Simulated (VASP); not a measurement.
# As2Pt (Sperrylite): what each functional gives, and what it costs, part 4 of 5

Wanted: bands and gap of As2Pt (Sperrylite) from one functional after another. The start is a cell from a database of measured crystal structures.

VASP 6.6.1, plane waves and PAW; the level of theory is named at each step.

So far, least gap on mesh and path (eV): step 2 (bands, level LDA, k 3×3×3) 0.222; step 3 (bands, level PBEsol, k 3×3×3) 0.245; step 4 (bands, level PBE, k 3×3×3) 0.256; step 5 (bands, level TB-mBJ, k 3×3×3) 0.469; step 6 (bands, level AM05, k 3×3×3) 0.244.

### Step 8. Bands with HSE06, k 3×3×3

This step: HSE06; plane waves and PAW (As, Pt) (VASP 6.6.1).

HSE06 mixes in a quarter of exact exchange at short range, at far higher cost; in semiconductors this cures much of the gap error, while metals seldom gain.

INCAR

```
SYSTEM = As2Pt
PREC = Accurate
ENCUT = 400
EDIFF = 1E-06
NELM = 100
ISMEAR = 0
SIGMA = 0.02
LREAL = .FALSE.
ALGO = Normal
LHFCALC = .TRUE.
AEXX = 0.25
GGA = PE
HFSCREEN = 0.2
LASPH = .TRUE.
NBANDS = 52
PRECFOCK = Fast
LORBIT = 11
LWAVE = .FALSE.
LCHARG = .FALSE.
KPAR = 2
```

POSCAR

```
As2Pt
1.0
    5.9665000000      0.0000000000      0.0000000000
    0.0000000000      5.9665000000      0.0000000000
    0.0000000000      0.0000000000      5.9665000000
As Pt
8 4
Direct
    0.3830000000      0.3830000000      0.3830000000
    0.1170000000      0.6170000000      0.8830000000
    0.8830000000      0.1170000000      0.6170000000
    0.6170000000      0.8830000000      0.1170000000
    0.6170000000      0.6170000000      0.6170000000
    0.8830000000      0.3830000000      0.1170000000
    0.1170000000      0.8830000000      0.3830000000
    0.3830000000      0.1170000000      0.8830000000
    0.0000000000      0.0000000000      0.0000000000
    0.5000000000      0.0000000000      0.5000000000
    0.5000000000      0.5000000000      0.0000000000
    0.0000000000      0.5000000000      0.5000000000
```

KPOINTS

```
Automatic mesh
0
Gamma
3 3 3
0 0 0
```

KPOINTS_OPT

```
Line mode
6
Line-mode
Reciprocal
  0.00000000   0.00000000   0.00000000 GAMMA
  0.00000000   0.50000000   0.00000000 X

  0.00000000   0.50000000   0.00000000 X
  0.50000000   0.50000000   0.00000000 M

  0.50000000   0.50000000   0.00000000 M
  0.00000000   0.00000000   0.00000000 GAMMA

  0.00000000   0.00000000   0.00000000 GAMMA
  0.50000000   0.50000000   0.50000000 R

  0.50000000   0.50000000   0.50000000 R
  0.00000000   0.50000000   0.00000000 X

  0.50000000   0.50000000   0.00000000 M
  0.50000000   0.50000000   0.50000000 R
```

The projector-augmented-wave data sets are As and Pt (PBE family, release 64).

The run starts from files that an earlier step left in the folder.

Run with:

```sh
$ mpirun -np 8 vasp_std
```

The log of the run:

```text
[banner, memory and clock lines left out]
running    8 mpi-ranks, on    1 nodes
[...]
|                                                                             |
|           W    W    AA    RRRRR   N    N  II  N    N   GGGG   !!!           |
|           W    W   A  A   R    R  NN   N  II  NN   N  G    G  !!!           |
|           W    W  A    A  R    R  N N  N  II  N N  N  G       !!!           |
|           W WW W  AAAAAA  RRRRR   N  N N  II  N  N N  G  GGG   !            |
|           WW  WW  A    A  R   R   N   NN  II  N   NN  G    G                |
|           W    W  A    A  R    R  N    N  II  N    N   GGGG   !!!           |
|                                                                             |
|     For optimal performance we recommend to set                             |
|       NCORE = 2 up to number-of-cores-per-socket                            |
|     NCORE specifies how many cores store one orbital (NPAR=cpu/NCORE).      |
|     This setting can greatly improve the performance of VASP for DFT.       |
[...]
1 F= -.80781848E+02 E0= -.80781848E+02  d E =-.273509E-23
 Start KPOINTS_OPT (optional k-point list driver)
k-point batch [1-4\36]
       N       E                     dE             ncg
DAV:   1     0.237204402353E+04    0.10633E+04      416
DAV:   2     0.533724527845E+03   -0.18383E+04      456
DAV:   3     0.366542668177E+03   -0.16718E+03      472
DAV:   4     0.360840119161E+03   -0.57025E+01      480
DAV:   5     0.360744424737E+03   -0.95694E-01      488
DAV:   6     0.360742601121E+03   -0.18236E-02      464
DAV:   7     0.360742560419E+03   -0.40702E-04      460
DAV:   8     0.360742559153E+03   -0.12657E-05      336
DAV:   9     0.360742559092E+03   -0.61139E-07      300
[...]
k-point batch [33-36\36]
       N       E                     dE             ncg
DAV:   1     0.238133125426E+04   -0.47902E+04      416
DAV:   2     0.605851650246E+03   -0.17755E+04      456
DAV:   3     0.429610728395E+03   -0.17624E+03      464
DAV:   4     0.420673754504E+03   -0.89370E+01      480
DAV:   5     0.420453941905E+03   -0.21981E+00      496
DAV:   6     0.420450508246E+03   -0.34337E-02      448
DAV:   7     0.420450416169E+03   -0.92076E-04      464
DAV:   8     0.420450413853E+03   -0.23163E-05      316
DAV:   9     0.420450413770E+03   -0.82766E-07      296
```

Wall time 38 min (8 MPI ranks of Intel Xeon Platinum 8488C (Sapphire Rapids), shared host); peak memory 2.8 GiB.

Parts of OUTCAR (step 8):

```text
 POSITION                                       TOTAL-FORCE (eV/Angst)
 -----------------------------------------------------------------------------------
      2.28517      2.28517      2.28517         0.140640      0.140640      0.140640
      0.69808      3.68133      5.26842        -0.140640     -0.140640      0.140640
      5.26842      0.69808      3.68133         0.140640     -0.140640     -0.140640
      3.68133      5.26842      0.69808        -0.140640      0.140640     -0.140640
      3.68133      3.68133      3.68133        -0.140640     -0.140640     -0.140640
      5.26842      2.28517      0.69808         0.140640      0.140640     -0.140640
      0.69808      5.26842      2.28517        -0.140640      0.140640      0.140640
      2.28517      0.69808      5.26842         0.140640     -0.140640      0.140640
      0.00000      0.00000      0.00000        -0.000000     -0.000000      0.000000
      2.98325      0.00000      2.98325        -0.000000     -0.000000      0.000000
      2.98325      2.98325      0.00000        -0.000000     -0.000000      0.000000
      0.00000      2.98325      2.98325        -0.000000     -0.000000      0.000000
 -----------------------------------------------------------------------------------
    total drift:                                0.000005     -0.000005      0.000000

  FREE ENERGIE OF THE ION-ELECTRON SYSTEM (eV)
  ---------------------------------------------------
  free  energy   TOTEN  =       -80.7818482722 eV

  energy  without entropy=      -80.7818482722  energy(sigma->0) =      -80.78184827

[... 1 part as in an earlier step ...]

[... 2 further parts left out ...]
[key lines of the parts left out:]
E-fermi :   7.3534
```

Electronic bands along the path, in eV, zero at the valence-band top; v1 is the highest filled band, c1 the lowest empty one:

| point | v4 | v3 | v2 | v1 | c1 | c2 | c3 | c4 |
| --- | --- | --- | --- | --- | --- | --- | --- | --- |
| Γ | -2.85 | -1.02 | -1.02 | -1.02 | 1.04 | 1.04 | 1.04 | 2.23 |
| 0.60 of the way | -1.68 | -1.48 | -1.12 | -0.24 | 1.38 | 1.41 | 1.43 | 2.73 |
| X | -1.45 | -1.45 | -0.98 | -0.98 | 1.94 | 1.94 | 2.23 | 2.23 |
| 0.60 of the way | -1.10 | -1.10 | -0.52 | -0.52 | 1.92 | 1.92 | 2.18 | 2.18 |
| M | -0.68 | -0.68 | -0.68 | -0.68 | 2.55 | 2.55 | 2.55 | 2.55 |
| 0.60 of the way | -2.18 | -1.32 | -0.78 | -0.50 | 1.20 | 1.39 | 1.60 | 2.71 |
| Γ | -2.85 | -1.02 | -1.02 | -1.02 | 1.04 | 1.04 | 1.04 | 2.23 |
| 0.60 of the way | -2.00 | -1.26 | -0.75 | -0.75 | 1.32 | 2.57 | 2.57 | 2.66 |
| R | -0.81 | -0.81 | -0.81 | -0.81 | 0.76 | 0.76 | 0.76 | 0.76 |
| 0.40 of the way | -1.44 | -1.44 | -0.79 | -0.79 | 1.61 | 1.61 | 2.33 | 2.33 |
| X | -1.45 | -1.45 | -0.98 | -0.98 | 1.94 | 1.94 | 2.23 | 2.23 |
| jump to M | -0.68 | -0.68 | -0.68 | -0.68 | 2.55 | 2.55 | 2.55 | 2.55 |
| 0.40 of the way | -0.77 | -0.77 | -0.77 | -0.77 | 1.92 | 1.92 | 1.92 | 1.92 |
| R | -0.81 | -0.81 | -0.81 | -0.81 | 0.76 | 0.76 | 0.76 | 0.76 |

Of the projections kept (As, Pt), the largest for each band there; the rest of the weight can lie on other orbitals:

```
point       v4       v3       v2       v1       c1       c2       c3       c4
    Γ  As 0.67  As 0.76  As 0.76  As 0.76  Pt 0.68  Pt 0.68  Pt 0.68  As 0.98
    X  Pt 0.55  Pt 0.55  As 0.69  As 0.69  Pt 0.60  Pt 0.60  As 0.57  As 0.57
    M  As 0.53  As 0.53  As 0.53  As 0.53  As 0.51  As 0.51  As 0.51  As 0.51
    Γ  As 0.67  As 0.76  As 0.76  As 0.76  Pt 0.68  Pt 0.68  Pt 0.68  As 0.98
    R  As 0.70  As 0.70  As 0.70  As 0.70  Pt 0.67  Pt 0.67  Pt 0.67  Pt 0.67
    X  Pt 0.55  Pt 0.55  As 0.69  As 0.69  Pt 0.60  Pt 0.60  As 0.57  As 0.57
```

The gap is 0.76 eV, indirect. Against LDA that is +0.54 eV; this run took 44 times the core time, on fewer points of the path.

### Step 9. Bands with PBE + SOC

This step: PBE, spin-orbit coupling; plane waves and PAW (As, Pt) (VASP 6.6.1).

Spin-orbit coupling needs spinors and the noncollinear program, where each band holds one electron.

INCAR

```
SYSTEM = As2Pt
PREC = Accurate
ENCUT = 400
EDIFF = 1E-06
NELM = 100
ISMEAR = 0
SIGMA = 0.02
LREAL = .FALSE.
ALGO = Normal
GGA = PE
LNONCOLLINEAR = .TRUE.
MAGMOM = 0 0 0 0 0 0 0 0 0 0 0 0 0 0 0 0 0 0 0 0 0 0 0 0 0 0 0 0 0 0 0 0 0 0 0 0
NBANDS = 104
GGA_COMPAT = .FALSE.
LASPH = .TRUE.
LSORBIT = .TRUE.
LMAXMIX = 4
LORBIT = 11
LWAVE = .FALSE.
LCHARG = .FALSE.
KPAR = 2
NCORE = 4
```

POSCAR is that of step 8.

KPOINTS is that of step 8.

Edit KPOINTS_OPT of step 8 so:

```diff
@@ -1,3 +1,3 @@
 Line mode
-6
+12
 Line-mode
```

Run with:

```sh
$ mpirun -np 8 vasp_ncl
```

The log of the run:

```text
[... set-up lines as in an earlier step ...]
 entering main loop
       N       E                     dE             d eps       ncg     rms          rms(c)
DAV:   1     0.358140900780E+03    0.35814E+03   -0.30468E+04   832   0.112E+03
DAV:   2    -0.468726978128E+02   -0.40501E+03   -0.38188E+03   968   0.235E+02
DAV:   3    -0.720172052092E+02   -0.25145E+02   -0.24497E+02   968   0.541E+01
DAV:   4    -0.725553103219E+02   -0.53811E+00   -0.53202E+00   976   0.802E+00
[...]
DAV:  12    -0.691721039030E+02    0.32542E-04   -0.74453E-05   920   0.576E-02    0.250E-02
DAV:  13    -0.691720987790E+02    0.51240E-05   -0.33355E-05   936   0.259E-02    0.633E-03
DAV:  14    -0.691720985901E+02    0.18887E-06   -0.30096E-06   912   0.729E-03
   1 F= -.69172099E+02 E0= -.69172099E+02  d E =-.116259E-26  mag=    -0.0000     0.0000     0.0000
 Start KPOINTS_OPT (optional k-point list driver)
k-point batch [1-4\72]
       N       E                     dE             ncg
DAV:   1     0.240976600522E+04    0.21682E+04      832
DAV:   2     0.779296161342E+03   -0.16305E+04      976
DAV:   3     0.696589778965E+03   -0.82706E+02      944
DAV:   4     0.695380307226E+03   -0.12095E+01      976
DAV:   5     0.695351750531E+03   -0.28557E-01     1000
DAV:   6     0.695350906177E+03   -0.84435E-03      976
DAV:   7     0.695350873027E+03   -0.33150E-04      936
DAV:   8     0.695350871605E+03   -0.14212E-05      824
DAV:   9     0.695350871548E+03   -0.57094E-07      608
[...]
k-point batch [69-72\72]
       N       E                     dE             ncg
DAV:   1     0.244618550786E+04   -0.46428E+04      832
DAV:   2     0.859550109861E+03   -0.15866E+04      952
DAV:   3     0.763880803428E+03   -0.95669E+02      968
DAV:   4     0.762072581852E+03   -0.18082E+01      952
DAV:   5     0.762040548213E+03   -0.32034E-01      984
DAV:   6     0.762039822248E+03   -0.72597E-03      936
DAV:   7     0.762039796150E+03   -0.26098E-04      856
DAV:   8     0.762039795105E+03   -0.10449E-05      776
DAV:   9     0.762039795057E+03   -0.47745E-07      536
```

Wall time 3.8 min (8 MPI ranks); peak memory 2.4 GiB.

OUTCAR, selected parts (step 9):

```text
  Total        9.3460486      9.3460486      9.3460486      0.0000000      0.0000000     -0.0000000
  in kB       70.4984682     70.4984682     70.4984682      0.0000000      0.0000000     -0.0000000
  external PRESSURE =      70.4984682 kB  Pullay stress =       0.0000000 kB

 POSITION                                       TOTAL-FORCE (eV/Angst)
 -----------------------------------------------------------------------------------
      2.28517      2.28517      2.28517         0.037447      0.037447      0.037447
      0.69808      3.68133      5.26842        -0.037447     -0.037447      0.037447
      5.26842      0.69808      3.68133         0.037447     -0.037447     -0.037447
      3.68133      5.26842      0.69808        -0.037447      0.037447     -0.037447
      3.68133      3.68133      3.68133        -0.037447     -0.037447     -0.037447
      5.26842      2.28517      0.69808         0.037447      0.037447     -0.037447
      0.69808      5.26842      2.28517        -0.037447      0.037447      0.037447
      2.28517      0.69808      5.26842         0.037447     -0.037447      0.037447
      0.00000      0.00000      0.00000         0.000000      0.000000      0.000000
      2.98325      0.00000      2.98325         0.000000      0.000000      0.000000
      2.98325      2.98325      0.00000         0.000000      0.000000      0.000000
      0.00000      2.98325      2.98325         0.000000      0.000000      0.000000
 -----------------------------------------------------------------------------------
    total drift:                               -0.000000      0.000000     -0.000000

  FREE ENERGIE OF THE ION-ELECTRON SYSTEM (eV)
  ---------------------------------------------------
[...]
1       -0.000  -0.000   0.000  -0.000
    2        0.000   0.000  -0.000   0.000
    3       -0.000  -0.000   0.000  -0.000
    4        0.000   0.000  -0.000   0.000
    5       -0.000  -0.000   0.000  -0.000
    6        0.000   0.000  -0.000   0.000
    7       -0.000  -0.000   0.000  -0.000
    8        0.000   0.000  -0.000   0.000
    9        0.000   0.000   0.000   0.000
   10       -0.000  -0.000  -0.000  -0.000
   11        0.000   0.000   0.000   0.000
   12       -0.000  -0.000  -0.000  -0.000
--------------------------------------------------
tot         -0.000  -0.000   0.000  -0.000

 magnetization (y)
# of ion       s       p       d       tot
------------------------------------------
    1       -0.000  -0.000   0.000  -0.000
    2        0.000   0.000  -0.000   0.000
    3        0.000   0.000  -0.000   0.000
    4       -0.000  -0.000   0.000  -0.000
    5       -0.000  -0.000   0.000  -0.000
    6        0.000   0.000  -0.000   0.000
    7        0.000   0.000  -0.000   0.000
    8       -0.000  -0.000   0.000  -0.000
    9        0.000   0.000   0.000   0.000
   10       -0.000  -0.000  -0.000  -0.000
   11       -0.000  -0.000  -0.000  -0.000
   12        0.000   0.000   0.000   0.000
--------------------------------------------------
tot          0.000   0.000  -0.000   0.000

 magnetization (z)
# of ion       s       p       d       tot
------------------------------------------
    1       -0.000  -0.000   0.000  -0.000
    2       -0.000  -0.000   0.000  -0.000
    3        0.000   0.000  -0.000   0.000
    4        0.000   0.000  -0.000   0.000
    5       -0.000  -0.000   0.000  -0.000
    6       -0.000  -0.000   0.000  -0.000
    7        0.000   0.000  -0.000   0.000
    8        0.000   0.000  -0.000   0.000
    9        0.000   0.000   0.000   0.000
   10        0.000   0.000   0.000   0.000
   11       -0.000  -0.000  -0.000  -0.000
   12       -0.000  -0.000  -0.000  -0.000
--------------------------------------------------
tot          0.000  -0.000   0.000  -0.000

[... 1 part as in an earlier step ...]

[... 2 further parts left out ...]
[key lines of the parts left out:]
E-fermi :   7.7575
```

At this level the cell is under a pressure of 7.0 GPa, so at these settings it is away from equilibrium.

Electronic bands along the path, in eV, zero at the valence-band top; v1 is the highest filled band, c1 the lowest empty one:

| point | v4 | v3 | v2 | v1 | c1 | c2 | c3 | c4 |
| --- | --- | --- | --- | --- | --- | --- | --- | --- |
| Γ | -0.87 | -0.87 | -0.87 | -0.87 | 0.64 | 0.64 | 0.64 | 0.64 |
| 0.45 of the way | -0.93 | -0.93 | -0.25 | -0.25 | 0.73 | 0.73 | 0.82 | 0.82 |
| X | -0.86 | -0.86 | -0.86 | -0.86 | 1.46 | 1.46 | 1.46 | 1.46 |
| 0.55 of the way | -0.60 | -0.60 | -0.60 | -0.60 | 1.38 | 1.38 | 1.38 | 1.38 |
| M | -0.57 | -0.57 | -0.57 | -0.57 | 1.91 | 1.91 | 1.91 | 1.91 |
| 0.55 of the way | -0.74 | -0.74 | -0.40 | -0.40 | 0.81 | 0.81 | 1.04 | 1.04 |
| Γ | -0.87 | -0.87 | -0.87 | -0.87 | 0.64 | 0.64 | 0.64 | 0.64 |
| 0.45 of the way | -0.70 | -0.70 | -0.64 | -0.64 | 0.93 | 0.93 | 1.54 | 1.54 |
| R | -0.70 | -0.70 | -0.70 | -0.70 | 0.25 | 0.25 | 0.25 | 0.25 |
| 0.45 of the way | -0.71 | -0.71 | -0.69 | -0.69 | 1.19 | 1.19 | 1.22 | 1.22 |
| X | -0.86 | -0.86 | -0.86 | -0.86 | 1.46 | 1.46 | 1.46 | 1.46 |
| jump to M | -0.57 | -0.57 | -0.57 | -0.57 | 1.91 | 1.91 | 1.91 | 1.91 |
| 0.45 of the way | -0.71 | -0.71 | -0.67 | -0.67 | 1.22 | 1.22 | 1.24 | 1.24 |
| R | -0.70 | -0.70 | -0.70 | -0.70 | 0.25 | 0.25 | 0.25 | 0.25 |

Of the projections kept (As, Pt), the largest for each band there; the rest of the weight can lie on other orbitals:

```csv
point,v4,v3,v2,v1,c1,c2,c3,c4
Γ,As 0.78,As 0.78,As 0.78,As 0.78,Pt 0.68,Pt 0.68,Pt 0.68,Pt 0.68
X,As 0.64,As 0.64,As 0.64,As 0.64,Pt 0.60,Pt 0.60,Pt 0.60,Pt 0.60
M,As 0.50,As 0.50,As 0.50,As 0.50,As 0.54,As 0.54,As 0.54,As 0.54
Γ,As 0.78,As 0.78,As 0.78,As 0.78,Pt 0.68,Pt 0.68,Pt 0.68,Pt 0.68
R,As 0.71,As 0.71,As 0.71,As 0.71,Pt 0.69,Pt 0.69,Pt 0.69,Pt 0.69
X,As 0.64,As 0.64,As 0.64,As 0.64,Pt 0.60,Pt 0.60,Pt 0.60,Pt 0.60
```

The gap is 0.25 eV, indirect. That is the gap of PBE again; this run took 4.7 times the core time.

[end of part 4 of 5]

[Lines on the potential files, build, host, timing and source positions are cut from VASP's logs without a mark.]

[Logs are printed without paths, hosts, clocks, repeated set-up lines and the standing remarks that a program may print on its own settings, such as how far it seeks lower states.]

[Hosts, paths, dates, database ids (printed as entryN), source tags and the programs' standing remarks are cut or masked in the printed files.]

[A measured line is paired with the nearest computed mode of its activity, which favours agreement.]

[In band tables of VASP the shares of atoms and orbitals are scaled to a sum of 1 inside the atoms' spheres.]
